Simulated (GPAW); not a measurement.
# GaN (P6_3mc) in GPAW: notebook

One crystal, GaN, is run at these levels: PBEsol, PBE; tasks: band structure, dielectric tensor.

All numbers are computed with GPAW 26.7.0; they aren't measurements. Logs are shortened: lines on timing, memory, paths and dates and some standing lists are left out, and cuts for length are marked. The log counts tension as positive stress, the text compression.

**What was measured.**

“Studying electronic properties in GaN without electrical contacts using γ-γ vs e−-γ Perturbed Angular Correlations”, 2019, pmc:6823545 quotes, for a bulk crystal of GaN: band gap 3.503 ± 0.005 eV (direct).

The results are compared with them further down.

**1. The crystal as given**

It takes space group P6_3mc (No. 186, hexagonal). The conventional cell has a = 3.180 Å, b = 3.180 Å, c = 5.166 Å, α = 90.00°, β = 90.00°, γ = 120.00°. Ga (site symmetry 3m) is surrounded by 4 N at 1.94 to 1.95 Å. N (site symmetry 3m) has 4 Ga at 1.94 to 1.95 Å as nearest neighbours.

**2. Band structure, PBEsol, 11.31 Å³/atom**

run.py

```python
from ase import Atoms
from ase.dft.bandgap import bandgap
from ase.io import write
from ase.units import GPa
from gpaw import GPAW, PW, setup_paths

setup_paths.insert(0, '.')

atoms = Atoms(['Ga', 'Ga', 'N', 'N'],
              cell=[[3.18, -0.0636, 0.0],
                    [-1.6450792157, 2.785760784, 0.0],
                    [0.0, 0.0, 5.166]],
              scaled_positions=[[0.6666666667, 0.3333333333, 0.5],
                                [0.3333333333, 0.6666666667, 0.0],
                                [0.6666666667, 0.3333333333, 0.875],
                                [0.3333333333, 0.6666666667, 0.375]],
              pbc=True)

calc = GPAW(mode=PW(800),
            xc='PBEsol',
            kpts={'size': (6, 6, 4), 'gamma': True},
            occupations={'name': 'fermi-dirac', 'width': 0.05},
            nbands=18,
            convergence={'density': 1e-05, 'energy': 1e-05},
            maxiter=150,
            txt='gpaw.txt')
atoms.calc = calc
energy = atoms.get_potential_energy()
forces = atoms.get_forces()
stress = atoms.get_stress()
calc.write('gs.gpw')
write('result.traj', atoms)
print(f'Energy: {energy:.6f} eV')
print('Forces (eV/A):')
print(forces.round(4))
print('Stress (GPa):', (stress / GPa).round(3))
print('Fermi level:', round(calc.get_fermi_level(), 4), 'eV')
print(f'Gap: {bandgap(calc)[0]:.4f} eV, direct: {bandgap(calc, direct=True)[0]:.4f} eV')

path = atoms.cell.bandpath('GYHCEM1AXH1,MDZ,YD', npoints=80, eps=1e-4)
bs_calc = calc.fixed_density(kpts=path, symmetry='off', nbands=29,
                             convergence={'bands': 'CBM+6.0', 'eigenstates': 1e-6}, txt='bands.txt')
bs = bs_calc.band_structure()
bs.write('bs.json')
print(f'Gap on the path: {bandgap(bs_calc)[0]:.4f} eV')
```

Potentials or basis: PAW data sets generated in the run's folder for this functional, pw.

Command:

```bash
> gpaw-setup -f PBEsol Ga N
> OMP_NUM_THREADS=1 python run.py
```

gpaw.txt:

```text
__  _  _
 | _ |_)|_||  |
 |__||  | ||/\| - 26.7.0

Input parameters:
  mode=PW(ecut=800.0),
  convergence={'density': 1e-05, 'energy': 1e-05},
  kpts=MonkhorstPack(size=(6, 6, 4), gamma=True),
  maxiter=150,
  nbands=18,
  occupations=Occupations(name='fermi-dirac', width=0.05),
  xc=XC(name='PBEsol')

Diagonalizing LCAO Hamiltonian
Converting LCAO to pw mode

           N

           Ga
        N

        Ga

Atoms  # Å, Bohr magnetons
|   | symbol |         x |        y |        z |    initial magnetic moments |
|---|--------|-----------|----------|----------|-----------------------------|
| 0 |     Ga |  1.571640 | 0.886187 | 2.583000 | ( 0.0000,  0.0000,  0.0000) |
| 1 |     Ga | -0.036719 | 1.835974 | 0.000000 | ( 0.0000,  0.0000,  0.0000) |
| 2 |      N |  1.571640 | 0.886187 | 4.520250 | ( 0.0000,  0.0000,  0.0000) |
| 3 |      N | -0.036719 | 1.835974 | 1.937250 | ( 0.0000,  0.0000,  0.0000) |

Unit cell  # Å
| periodic |         x |         y |        z |  lengths |     angles |
|----------|-----------|-----------|----------|----------|------------|
|      yes |  3.180000 | -0.063600 | 0.000000 | 3.180636 |  90.000000 |
|      yes | -1.645079 |  2.785761 | 0.000000 | 3.235236 |  90.000000 |
|      yes |  0.000000 |  0.000000 | 5.166000 | 5.166000 | 121.708948 |

Number of symmetries: 1
Symmetry operations  # r_c * U_cc + t_c -> r_c
|   | kind |            matrix            |
|---|------|------------------------------|
| 0 |  E   |  1, 0, 0,  0, 1, 0,  0, 0, 1 |

BZ-sampling:
  Number of BZ points: 144
  Number of IBZ points: 76

  Monkhorst-Pack size: [6, 6, 4]
  Monkhorst-Pack shift: [0.08333333333333333, 0.08333333333333333, 0.125]

K-points  # in reciprocal-cell coordinates
|     |                                coordinates |     weight |
|-----|--------------------------------------------|------------|
|   0 | (  0.00000000,   0.00000000,   0.00000000) | 0.00694444 |
|   1 | (  0.00000000,   0.00000000,   0.25000000) | 0.01388889 |
|   2 | (  0.00000000,   0.00000000,   0.50000000) | 0.00694444 |
|   3 | (  0.00000000,   0.16666667,  -0.25000000) | 0.01388889 |
|   4 | (  0.00000000,   0.16666667,   0.00000000) | 0.01388889 |
|   5 | (  0.00000000,   0.16666667,   0.25000000) | 0.01388889 |
|   6 | (  0.00000000,   0.16666667,   0.50000000) | 0.01388889 |
|   7 | (  0.00000000,   0.33333333,  -0.25000000) | 0.01388889 |
|   8 | (  0.00000000,   0.33333333,   0.00000000) | 0.01388889 |
|   9 | (  0.00000000,   0.33333333,   0.25000000) | 0.01388889 |
| ... |                                            |            |
|  75 | (  0.50000000,   0.50000000,   0.50000000) | 0.00694444 |

Plane wave coefficients: 2352
Cutoff: 800.0 eV

Spin-components: 1 (collinear spins)
Bands:           18
Projectors:      20
Spin-degeneracy: 2
Datatype:        complex128

Parallelization:
  kpt:    1
  domain: 1
  band:   1

Density:
  Valence electrons: 16.0
  Components: 1
  Grid points: [21 24 35]
  Charge: 0.0  # |e|

Potential:
  Grid points: [21 24 35]

species:
  Ga:
    name:    Gallium
    Z:       31.0
    valence: 3
    core:    28
    charge:  0.0  # [|e|]
    compensation charges:
      type: gauss
      rc: 0.37  # [Å]
      lmax: 2
    cutoffs:
      filter: 2.06  # [Å]
      core: 4.17  # [Å]
    projectors
    | kind |    occ | energy [eV] | rcut [Å] |
    |------|--------|-------------|----------|
    |   4s |  2.000 |      -8.959 |    1.164 |
    |   4p |  1.000 |      -2.572 |    1.164 |
    |    s |        |      18.252 |    1.164 |
    |    p |        |      24.640 |    1.164 |
    |    d |        |       0.000 |    1.164 |

    Using partial waves for Ga as LCAO basis

  N:
    name:    Nitrogen
    Z:       7.0
    valence: 5
    core:    2
    charge:  0.0  # [|e|]
    compensation charges:
      type: gauss
      rc: 0.18  # [Å]
      lmax: 2
    cutoffs:
      filter: 1.11  # [Å]
      core: 0.96  # [Å]
    projectors
    | kind |    occ | energy [eV] | rcut [Å] |
    |------|--------|-------------|----------|
    |   2s |  2.000 |     -18.455 |    0.603 |
    |   2p |  3.000 |      -7.035 |    0.529 |
    |    s |        |       8.756 |    0.603 |
    |    p |        |      20.177 |    0.529 |
    |    d |        |       0.000 |    0.577 |

    Using partial waves for N as LCAO basis

Reference energy: -108640.810967  # eV

eigensolver:
  PPCG
  Converge bands: occupied
  niter=2

density mixing:
  MSR1-Mixer
  Pratt-step length: 0.05
  Maximum mixing coefficient: 0.75
  Old densities: 10
  SVD Regularization: 0.005
  Good broyden scale: 1.0
  Trust region scale: 1.0
  Backstep threshold: 4.0
  History deletion threshold: 6.0
  Fourier metric: weight=20.0, sigma=0.015

occupation numbers:
  Fermi-Dirac:
    width: 0.0500  # eV

poisson solver:
  ecut: 6400.0  # eV

xc functional:
  name: PBEsol with 2 nearest neighbor stencil

convergence criteria:
- Maximum integral of absolute [dens]ity change: 1e-05 electrons / valence electron
- Maximum [total energy] change in last 3 cyles: 1e-05 eV / valence electron
- Maximum integral of absolute [eigenst]ate change: 4e-08 eV^2 / valence electron
maximum number of iterations: 150

SCF iterations
|iter     | |      energy | eigst |  dens |
|---------|-|-------------|-------|-------|
|iter:   1| |  -29.439066 | -0.15 |       |
|iter:   2| |  -28.519045 | -1.86 | -0.58 |
|iter:   3| |  -26.002125 | -0.56 | -0.63 |
|iter:   4| |  -25.993151 | -2.90 | -1.31 |
|iter:   5| |  -25.991187 | -3.46 | -1.58 |
|iter:   6| |  -25.991193 | -5.52 | -2.90 |
|iter:   7| |  -25.991206c| -6.28 | -3.25 |
|iter:   8| |  -25.991206c| -7.68c| -4.25 |
|iter:   9| |  -25.991206c| -7.74c| -4.67 |
|iter:  10| |  -25.991206c| -8.34c| -5.06c|

Converged in 10 steps
Energy contributions relative to reference atoms: (reference = -108640.810967)

Energy contributions:
  Kinetic:          71.056531
  Coulomb:         -62.605066
  Zero:              0.295618
  External:          0.000000
  Xc:              -34.738288
  Entropy:          -0.000000
  Spinorbit:         0.000000
  ----------------------------
  Free energy:     -25.991206
  Extrapolated:    -25.991206

dipole moment: (-0.000022, -0.000040, -11.586888)  # |e|*Ang

Fermi level: 7.443
Eigenvalues  # (at kpt = [0.000, 0.000, 0.000])
| band index |      eig [eV] | occ [0-2] |
|------------|---------------|-----------|
|          0 |        -9.569 |     2.000 |
|          1 |        -7.139 |     2.000 |
|          2 |        -0.749 |     2.000 |
|          3 |         5.266 |     2.000 |
|          4 |         5.448 |     2.000 |
|          5 |         6.337 |     2.000 |
[... 8 lines left out ...]
|         14 |        17.916 |     0.000 |
|         15 |        18.565 |     0.000 |
|        ... |               |           |
|         17 |        21.301 |     0.000 |

Gap: 1.933 eV
Transition (v -> c):
  (s=0, k=0, n=7, [0.00, 0.00, 0.00]) -> (s=0, k=0, n=8, [0.00, 0.00, 0.00])
No difference between direct/indirect transitions

Forces  # eV/Ang
|        x |        y |        z |
|----------|----------|----------|
| -0.48815 | -0.03182 | -0.14996 |  # Ga   0
|  0.48814 |  0.03182 | -0.14989 |  # Ga   1
| -0.54366 | -0.03152 |  0.14985 |  # N    2
|  0.54364 |  0.03152 |  0.14940 |  # N    3

Stress tensor  # eV/Ang^3
|         x |         y |         z |
|-----------|-----------|-----------|
| -0.056865 | -0.043338 |  0.000000 |
| -0.043338 | -0.056052 | -0.000000 |
|  0.000000 | -0.000000 | -0.067407 |

# Writing to gs.gpw (mode='')
```

Run time: 1.8 min. Hardware: 1 thread of Arm Neoverse V1, shared host; peak memory 0.4 GiB.

What came out:

- Free energy: -25.9912 eV
- Pressure: 9.6 GPa
- Largest force: 0.565 eV/Å
- Band gap on the k mesh: 1.93 eV, direct
- Band gap along the path: 1.93 eV, direct

Caveat: the data sets keep Ga 3d, Li 1s and Be 1s frozen, and some such compounds lay over 1.5 % in volume off other programs; the density grid can change from cell to cell, which puts small steps into energies and stress.

(Continued in part 2 of 2.)
